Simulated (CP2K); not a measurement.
# P under changes of volume

One of the cells (16.144 Å³/atom); the others are scaled copies at fixed shape and fractional positions:

```xyz
2
Lattice="3.7102 0.0000 0.0000 2.1049 3.0554 0.0000 2.1049 1.1059 2.8482" Properties=species:S:1:pos:R:3 pbc="T T T"
P     6.1215    3.2164    2.2014
P     1.7985    0.9450    0.6468
```

This isn't the form of P at room conditions, which is orthorhombic.

| Property | Result |
| --- | --- |
| Program | CP2K 2026.2 |
| Functional | PBE |
| Potentials or basis | POTENTIAL_UZH P GTH-PBE-q5; TZVP-MOLOPT-PBE-GTH basis |
| Density cutoff | 6123 eV |
| k mesh | 9 × 9 × 9 |
| Occupations | fermi-dirac, width 0.05 eV |
| Spin | no spin polarisation |

```csv
volume (Å³/atom),energy over the lowest point (meV/atom),pressure (GPa),largest force (eV/Å)
15.175,36.99,9.1,0.794
15.498,21.11,6.6,0.621
15.821,10.06,4.4,0.451
16.144,?,?,?
16.467,0.00,0.6,0.131
16.789,0.40,-1.0,0.003
17.112,3.99,-2.5,0.124
```

Q: What does the run at 16.144 Å³/atom give?

A: Energy over the lowest point 3.14 meV/atom; pressure 2.4 GPa; largest force 0.282 eV/Å.

Worked out: A Birch-Murnaghan fit of order 3 (a polynomial in V^(-2/3)) to the other rows has its minimum at 16.59 Å³/atom with B0 = V·E''(V) = 86 GPa and B' = 3.9 at fixed shape and positions, which overstates the stiffness. It gives 3.09 meV/atom at 16.144 Å³/atom, against the run's 3.14, and -dE/dV = 2.5 GPa, against 2.4.

Energies are extrapolated to zero smearing.

Caveats: the basis of atomic orbitals isn't converged, which shifts pressures, moduli and gaps.
